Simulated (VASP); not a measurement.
# Cu in VASP: a series of runs

One slab, Cu, is run at these levels: PBE+D3(BJ); tasks: relaxation of the atoms, single point.

All numbers are computed with VASP 6.6.1; they aren't measurements. Logs are shortened: lines on timing, memory, paths and dates and some standing lists are left out, and cuts for length are marked.

## Step 1: The slab as given

The cell holds a slab with vacuum, 16 atoms: a = 5.047 Å, b = 5.047 Å, c = 23.181 Å, α = 90.00°, β = 90.00°, γ = 120.00°.

The slab is cut from a database's or a generator's crystal, which needn't be the stable form of the element.

## Step 2: Relaxation of the atoms, PBE+D3(BJ)

Contents of INCAR:

```
ALGO = Normal
DIPOL = 0.5 0.5 0.500
EDIFF = 1E-6
EDIFFG = -0.03
ENCUT = 450
GGA = PE
IBRION = 2
IDIPOL = 3
ISIF = 2
ISMEAR = 1
IVDW = 12
KPAR = 4
LASPH = True
LCHARG = False
LDIPOL = True
LREAL = Auto
LWAVE = False
NELM = 80
NSW = 90
PREC = Normal
SIGMA = 0.1
```

Contents of KPOINTS:

```
k-points
0
Gamma
  6 6 1
```

Contents of POSCAR:

```
Cu
1.0
    5.0471613300      0.0000000000      0.0000000000
   -2.5235806600      4.3709699300      0.0000000000
    0.0000000000      0.0000000000     23.1814849500
Cu
16
Selective dynamics
Direct
    0.3333333300      0.1666666700      0.3666719400  F F F
    0.3333333300      0.6666666700      0.3666719400  F F F
    0.8333333300      0.1666666700      0.3666719400  F F F
    0.8333333300      0.6666666700      0.3666719400  F F F
    0.6666666700      0.3333333300      0.4555573100  F F F
    0.6666666700      0.8333333300      0.4555573100  F F F
    0.1666666700      0.3333333300      0.4555573100  F F F
    0.1666666700      0.8333333300      0.4555573100  F F F
    0.0000000000      0.5000000000      0.5444426900  T T T
    0.0000000000      0.0000000000      0.5444426900  T T T
    0.5000000000      0.5000000000      0.5444426900  T T T
    0.5000000000      0.0000000000      0.5444426900  T T T
    0.3333333300      0.6666666700      0.6333280600  T T T
    0.3333333300      0.1666666700      0.6333280600  T T T
    0.8333333300      0.6666666700      0.6333280600  T T T
    0.8333333300      0.1666666700      0.6333280600  T T T
```

Potentials or basis: VASP PAW PBE potentials, release 64 (Cu).

On the command line:

```
cat potpaw_PBE.64/Cu/POTCAR > POTCAR
mpirun -np 4 vasp_std > vasp.out
```

OUTCAR:

```text
EDIFF = 1E-6
   EDIFFG = -0.03
   ENCUT = 450
   GGA = PE
   IBRION = 2
   ISIF = 2
   ISMEAR = 1
   IVDW = 12
   LASPH = True
   LREAL = Auto
   NELM = 80
   NSW = 90
   PREC = Normal
 IVDW          = 12

 ion  position               nearest neighbor table
   1  0.333  0.167  0.367-   7 2.52   8 2.52   5 2.52   2 2.52   2 2.52   3 2.52   3 2.52   4 2.52
                             4 2.52
   2  0.333  0.667  0.367-   8 2.52   7 2.52   6 2.52   1 2.52   1 2.52   4 2.52   4 2.52   3 2.52
                             3 2.52
   3  0.833  0.167  0.367-   5 2.52   6 2.52   7 2.52   4 2.52   4 2.52   1 2.52   1 2.52   2 2.52
                             2 2.52
   4  0.833  0.667  0.367-   6 2.52   5 2.52   8 2.52   3 2.52   3 2.52   2 2.52   2 2.52   1 2.52
                             1 2.52
   5  0.667  0.333  0.456-   3 2.52   4 2.52   1 2.52   6 2.52   6 2.52   7 2.52   7 2.52   8 2.52
                             8 2.52  12 2.52   9 2.52  11 2.52
   6  0.667  0.833  0.456-   4 2.52   3 2.52   2 2.52   5 2.52   5 2.52   8 2.52   8 2.52   7 2.52
                             7 2.52  11 2.52  10 2.52  12 2.52
   7  0.167  0.333  0.456-   1 2.52   2 2.52   3 2.52   8 2.52   8 2.52   5 2.52   5 2.52   6 2.52
                             6 2.52  10 2.52  11 2.52   9 2.52
   8  0.167  0.833  0.456-   2 2.52   1 2.52   4 2.52   7 2.52   7 2.52   6 2.52   6 2.52   5 2.52
                             5 2.52   9 2.52  12 2.52  10 2.52
   9  0.000  0.500  0.544-  16 2.52  13 2.52  15 2.52  10 2.52  10 2.52  11 2.52  11 2.52  12 2.52
[... 22 lines left out ...]
 A1 = (   5.0471613300,   0.0000000000,   0.0000000000)
 A2 = (  -2.5235806600,   4.3709699300,   0.0000000000)
 A3 = (   0.0000000000,   0.0000000000,  23.1814849500)

Analysis of symmetry for initial positions (statically):
=====================================================================
 Subroutine PRICEL returns following result:

  LATTYP: Found a hexagonal cell.
 ALAT       =     2.5235806650
 C/A-ratio  =     9.1859496594
[... 12 lines left out ...]
 Subroutine GETGRP returns: Found 12 space group operations
 (whereof  6 operations were pure point group operations)
 out of a pool of 24 trial point group operations.

The static configuration has the point symmetry C_3v.
 The point group associated with its full space group is D_3d.

Analysis of symmetry for dynamics (positions and initial velocities):
=====================================================================
 Subroutine PRICEL returns following result:

  LATTYP: Found a hexagonal cell.
 ALAT       =     2.5235806650
 C/A-ratio  =     9.1859496594
[... 12 lines left out ...]
 Subroutine GETGRP returns: Found 12 space group operations
 (whereof  6 operations were pure point group operations)
 out of a pool of 24 trial point group operations.

The dynamic configuration has the point symmetry C_3v.
 The point group associated with its full space group is D_3d.

Analysis of constrained symmetry for selective dynamics:
=====================================================================
 Subroutine PRICEL returns following result:

  LATTYP: Found a hexagonal cell.
 ALAT       =     2.5235806650
 C/A-ratio  =     9.1859496594
[... 12 lines left out ...]
 Subroutine GETGRP returns: Found  6 space group operations
 (whereof  6 operations were pure point group operations)
 out of a pool of 24 trial point group operations.

The constrained configuration has the point symmetry C_3v.

 Subroutine INISYM returns: Found  6 space group operations
 (whereof  6 operations are pure point group operations),
 and found     4 'primitive' translations

----------------------------------------------------------------------------------------

                                     Primitive cell

  volume of cell :     127.8516

  direct lattice vectors                    reciprocal lattice vectors
     2.523580665  0.000000000  0.000000000     0.396262348  0.228782173  0.000000000
    -1.261790330  2.185484965  0.000000000     0.000000000  0.457564347  0.000000000
     0.000000000  0.000000000 23.181484950     0.000000000  0.000000000  0.043137875

  length of vectors
     2.523580665  2.523580664 23.181484950     0.457564346  0.457564347  0.043137875

  position of ions in fractional coordinates (direct lattice)
     0.666666660  0.333333340  0.366671940
     0.333333340  0.666666660  0.455557310
     0.000000000  0.000000000  0.544442690
     0.666666660  0.333333340  0.633328060

  ion indices of the primitive-cell ions
   primitive index   ion index
                 1           1
                 2           7
                 3          12
                 4          14

----------------------------------------------------------------------------------------

 KPOINTS: k-points

Automatic generation of k-mesh.
 Grid dimensions read from file:
 generate k-points for:    6    6    1

 Generating k-lattice:

  Cartesian coordinates                     Fractional coordinates (reciprocal lattice)
     0.033021862  0.019065181  0.000000000     0.166666667 -0.000000000  0.000000000
     0.000000000  0.038130362  0.000000000     0.000000000  0.166666667  0.000000000
     0.000000000  0.000000000  0.043137875     0.000000000  0.000000000  1.000000000

  Length of vectors
     0.038130362  0.038130362  0.043137875

  Shift w.r.t. Gamma in fractional coordinates (k-lattice)
     0.000000000  0.000000000  0.000000000

 Subroutine IBZKPT returns following result:
 ===========================================

 Found      7 irreducible k-points:

 Following reciprocal coordinates:
            Coordinates               Weight
  0.000000  0.000000  0.000000      1.000000
  0.166667  0.000000  0.000000      6.000000
  0.333333 -0.000000  0.000000      6.000000
  0.500000 -0.000000  0.000000      3.000000
  0.166667  0.166667  0.000000      6.000000
  0.333333  0.166667  0.000000     12.000000
  0.333333  0.333333  0.000000      2.000000
   k-points           NKPTS =      7   k-points in BZ     NKDIM =      7   number of bands    NBANDS=    105
   number of dos      NEDOS =    301   number of ions     NIONS =     16
   total plane-waves  NPLWV =  94080
   dimension x,y,z NGX =    28 NGY =   28 NGZ =  120
   dimension x,y,z NGXF=    56 NGYF=   56 NGZF=  240
   ions per type =              16
   NGX,Y,Z   is equivalent  to a cutoff of   9.22,  9.22,  8.61 a.u.
   NGXF,Y,Z  is equivalent  to a cutoff of  18.45, 18.45, 17.21 a.u.
 SYSTEM =  unknown system
   PREC   = normal    normal or accurate (medium, high low for compatibility)
   ISTART =      0    job   : 0-new  1-cont  2-samecut
   ICHARG =      2    charge: 1-file 2-atom 10-const
   ISPIN  =      1    spin polarized calculation?
   LNONCOLLINEAR =      F non collinear calculations
   LSORBIT =      F    spin-orbit coupling
   LASPH  =      T    aspherical Exc in radial PAW
   ENCUT  =  450.0 eV  33.07 Ry    5.75 a.u.   8.73  8.73 40.10*2*pi/ulx,y,z
   NELM   =     80;   NELMIN=  2; NELMDL= -5     # of ELM steps
   EDIFF  = 0.1E-05   stopping-criterion for ELM
   LREAL  =      T    real-space projection
   EDIFFG = -.3E-01   stopping-criterion for IOM
   NSW    =     90    number of steps for IOM
   IBRION =      2    ionic relax: 0-MD 1-quasi-New 2-CG
   NFREE  =      1    steps in history (QN), initial steepest desc. (CG)
   ISIF   =      2    stress and relaxation
   ISYM   =      2    0-nonsym 1-usesym 2-fastsym
   POTIM  = 0.5000    time-step for ionic-motion
   TEBEG  =    0.0;   TEEND  =   0.0 temperature during run
   PSTRESS=    0.0 pullay stress
   NELECT =     176.0000    total number of electrons
   NUPDOWN=      -1.0000    fix difference up-down
   EMIN   =  10.00;   EMAX   =-10.00  energy-range for DOS
   EFERMI =   0.00;   METHOD = LEGACY
   ISMEAR =     1;   SIGMA  =   0.10  broadening in eV -4-tet -1-fermi 0-gaus
   EFERMI_NEDOS =   21; number of points for ismear=-14 and -15
   IALGO  =     38    algorithm
   IMIX   =      4    mixing-type and parameters
     AMIX     =   0.40;   BMIX     =  1.00
     AMIX_MAG =   1.60;   BMIX_MAG =  1.00
  volume/ion in A,a.u.               =      31.96       215.70
  Fermi-wavevector in a.u.,A,eV,Ry     =   1.147247  2.167983 17.907660  1.316176
  Thomas-Fermi vector in A             =   2.283928
   LORBIT       =      0    0 simple, 1 ext, 2 COOP (PROOUT), +10 PAW based schemes
   GGA     = PE    functional components
   LHFCALC =     F    Hartree Fock is set to
   AEXX    =    0.0000 exact exchange contribution
   IVDW    =    12    specifies the selected vdW correction
   LEPSILON=     F    determine dielectric tensor
   LRPA    =     F    only Hartree local field effects (RPA)
 conjugate gradient relaxation of ions
 non-spin polarized calculation
 Methfessel and Paxton  Order N= 1 SIGMA  =   0.10
  energy-cutoff  :      450.00
  volume of cell :      511.41
 maximum number of plane-waves:     11112
   NGX = 17   NGY = 17   NGZ = 81

--------------------------------------- Ionic step        1  -------------------------------------------

 number of electron     175.9999690 magnetization

 Free energy of the ion-electron system (eV)
  ---------------------------------------------------
  ext. energy  EPLUGINS =         0.00000000
  ---------------------------------------------------
  free energy    TOTEN  =       -55.95013367 eV

  energy without entropy =      -55.93860627  energy(sigma->0) =      -55.94629120

------------------------ aborting loop because EDIFF is reached ----------------------------------------

 Edisp (eV)   -7.10372

 E8    (eV) :    -3.1655
[... 147 lines left out ...]
  FREE ENERGIE OF THE ION-ELECTRON SYSTEM (eV)
  ---------------------------------------------------
  free  energy   TOTEN  =       -63.0554910934 eV

  energy  without entropy=      -63.0439921942  energy(sigma->0) =      -63.05165813

 dipolmoment           0.000000      0.000000     -0.000287 electrons x Angstroem

--------------------------------------- Ionic step        4  -------------------------------------------

 number of electron     175.9999793 magnetization

 dipolmoment           0.000000      0.000000      0.000433 electrons x Angstroem

 Free energy of the ion-electron system (eV)
  ---------------------------------------------------
  ext. energy  EPLUGINS =         0.00000000
  ---------------------------------------------------
  free energy    TOTEN  =       -55.94841288 eV

  energy without entropy =      -55.93702413  energy(sigma->0) =      -55.94461663

 E-fermi :  -0.2179     XC(G=0):  -5.4223

 val. band max:       -0.2335600825   @ k =   0.5000  -0.0000   0.0000
 cond. band min:      -0.2102439726   @ k =   0.3333  -0.0000   0.0000
 fundamental gap:      0.0233161099
 Fermi energy:        -0.2179312350

 k-point     1 :       0.0000    0.0000    0.0000
  band No.  band energies     occupation
      1      -9.2983      2.00000
      2      -7.9795      2.00000
      3      -6.2979      2.00000
      4      -5.4576      2.00000
      5      -5.1610      2.00000
      6      -5.1609      2.00000
[... 710 lines left out ...]
     99       4.4476      0.00000
    100       4.4532      0.00000
 [bands above 100 left out]

------------------------ aborting loop because EDIFF is reached ----------------------------------------

 vacuum level on the upper side and lower side of the slab       (xc-potential included)        -0.143        -0.148

 Edisp (eV)   -7.10730

 E8    (eV) :    -3.1672

  FORCE on cell =-STRESS in cart. coord.  units (eV):
  Direction    XX          YY          ZZ          XY          YZ          ZX
  --------------------------------------------------------------------------------------
  -------------------------------------------------------------------------------------
  Total      -4.06797    -4.06797    -1.38153    -0.00000    -0.00000     0.00000
  in kB     -12.74449   -12.74449    -4.32816    -0.00000    -0.00000     0.00000
  external pressure =       -9.94 kB  Pullay stress =        0.00 kB
[... 31 lines left out ...]
  FREE ENERGIE OF THE ION-ELECTRON SYSTEM (eV)
  ---------------------------------------------------
  free  energy   TOTEN  =       -63.0557145251 eV

  energy  without entropy=      -63.0443257718  energy(sigma->0) =      -63.05191827

 reached required accuracy - stopping structural energy minimisation

 vacuum level on the upper side and lower side of the slab         4.457         4.452
```

It took 6.4 min on 4 MPI ranks of Intel Xeon Platinum 8259CL at 2.50GHz (Skylake/Cascade Lake), shared host; peak memory 0.44 GiB.

What came out:

```
Free energy                : -63.0557 eV
Energy gained by relaxing  : 0.1 meV/atom
Ionic steps                : 4
Band gap on the k mesh     : none (metal or under the smearing width)
Dispersion energy per atom : -0.444 eV
```

The path:
```csv
step,energy change (eV),largest force (eV/Å),pressure (GPa)
1,0.0000,0.0901,-0.98
2,-0.0012,0.0696,-0.99
3,-0.0016,0.0482,-0.99
4,-0.0019,0.0444,-0.99
```

Final structure:
```
Cu
1.0
     5.04716    0.00000    0.00000
    -2.52358    4.37097    0.00000
     0.00000    0.00000   23.18148
Cu
16
Direct
  0.33333 0.16667 0.36667
  0.33333 0.66667 0.36667
  0.83333 0.16667 0.36667
  0.83333 0.66667 0.36667
  0.66667 0.33333 0.45556
  0.66667 0.83333 0.45556
  0.16667 0.33333 0.45556
  0.16667 0.83333 0.45556
  0.00000 0.50000 0.54403
  0.00000 0.00000 0.54403
  0.50000 0.50000 0.54403
  0.50000 0.00000 0.54403
  0.33333 0.66667 0.63329
  0.33333 0.16667 0.63329
  0.83333 0.66667 0.63329
  0.83333 0.16667 0.63329
```

## Step 3: Single point, PBE+D3(BJ)

Contents of INCAR:

```
ALGO = Normal
DIPOL = 0.5 0.5 0.500
EDIFF = 1E-7
ENCUT = 450
GGA = PE
ICORELEVEL = 1
IDIPOL = 3
ISIF = 2
ISMEAR = 1
IVDW = 12
KPAR = 4
LASPH = True
LCHARG = False
LDIPOL = True
LREAL = Auto
LVACPOTAV = True
LVHAR = True
LWAVE = False
NBANDS = 102
NELM = 80
PREC = Normal
SIGMA = 0.1
```

KPOINTS is that of step 2.

Contents of POSCAR:

```
Cu                                      
1.0
    5.0471613300      0.0000000000      0.0000000000
   -2.5235806600      4.3709699300      0.0000000000
    0.0000000000      0.0000000000     23.1814849500
  Cu            
    16
Selective dynamics
Direct
     0.3333333300000021    0.1666666699999979    0.3666719400000034   F   F   F
     0.3333333300000021    0.6666666699999979    0.3666719400000034   F   F   F
     0.8333333300000021    0.1666666699999979    0.3666719400000034   F   F   F
     0.8333333300000021    0.6666666699999979    0.3666719400000034   F   F   F
     0.6666666699999979    0.3333333300000021    0.4555573100000032   F   F   F
     0.6666666699999979    0.8333333300000021    0.4555573100000032   F   F   F
     0.1666666699999979    0.3333333300000021    0.4555573100000032   F   F   F
     0.1666666699999979    0.8333333300000021    0.4555573100000032   F   F   F
     0.0000000000000000    0.5000000000000000    0.5440273784711560   T   T   T
     1.0000000000000000    1.0000000000000000    0.5440273784711560   T   T   T
     0.5000000000000000    0.5000000000000000    0.5440273784711560   T   T   T
     0.5000000000000000    1.0000000000000000    0.5440273784711560   T   T   T
     0.3333333300000021    0.6666666699999979    0.6332932623733938   T   T   T
     0.3333333300000021    0.1666666699999979    0.6332932623733938   T   T   T
     0.8333333300000021    0.6666666699999979    0.6332932623733938   T   T   T
     0.8333333300000021    0.1666666699999979    0.6332932623733938   T   T   T
```

Potentials or basis: VASP PAW PBE potentials, release 64 (Cu).

On the command line:

```
cat potpaw_PBE.64/Cu/POTCAR > POTCAR
mpirun -np 4 vasp_std > vasp.out
```

Wall time 2.9 min (4 MPI ranks of Intel Xeon Platinum 8259CL at 2.50GHz (Skylake/Cascade Lake), shared host); peak memory 0.41 GiB.

Results (log left out):

- Free energy: -63.0557 eV
- Largest force: 0.044 eV/Å
- Band gap on the k mesh: none (metal or under the smearing width)
- Dispersion energy per atom: -0.444 eV
- Work function of the upper face: 4.82 eV
- Work function of the lower face: 4.81 eV

Forces on the atoms (eV/Å):
```
Cu   0.000  0.000 -0.011
Cu   0.000  0.000 -0.011
Cu   0.000  0.000 -0.011
Cu   0.000  0.000 -0.011
Cu   0.000  0.000  0.044
Cu   0.000  0.000  0.044
Cu   0.000  0.000  0.044
Cu   0.000  0.000  0.044
Cu   0.000  0.000 -0.005
Cu   0.000  0.000 -0.005
Cu   0.000  0.000 -0.005
Cu   0.000  0.000 -0.005
Cu   0.000  0.000 -0.029
Cu   0.000  0.000 -0.029
Cu   0.000  0.000 -0.029
Cu   0.000  0.000 -0.029
```

Levels at points of the mesh, in eV from the Fermi level:
```
           k point  band 85  band 86  band 87  band 88  band 89  band 90  band 91  band 92
(0.00, 0.00, 0.00)    -0.23    -0.17    -0.17    -0.17     0.87     0.87     0.87     1.46
(0.50, 0.00, 0.00)    -1.02    -1.02    -0.02    -0.02     0.62     0.62     0.95     0.95
```

Core levels (eV, on the scale of the bands):
```csv
atom,levels
1 Cu,"1s -8848.7, 2s -1061.0, 2p -915.5, 3s -112.6, 3p -70.0"
2 Cu,"1s -8848.7, 2s -1061.0, 2p -915.5, 3s -112.6, 3p -70.0"
3 Cu,"1s -8848.7, 2s -1061.0, 2p -915.5, 3s -112.6, 3p -70.0"
4 Cu,"1s -8848.7, 2s -1061.0, 2p -915.5, 3s -112.6, 3p -70.0"
5 Cu,"1s -8849.0, 2s -1061.3, 2p -915.7, 3s -112.9, 3p -70.2"
6 Cu,"1s -8849.0, 2s -1061.3, 2p -915.7, 3s -112.9, 3p -70.2"
```
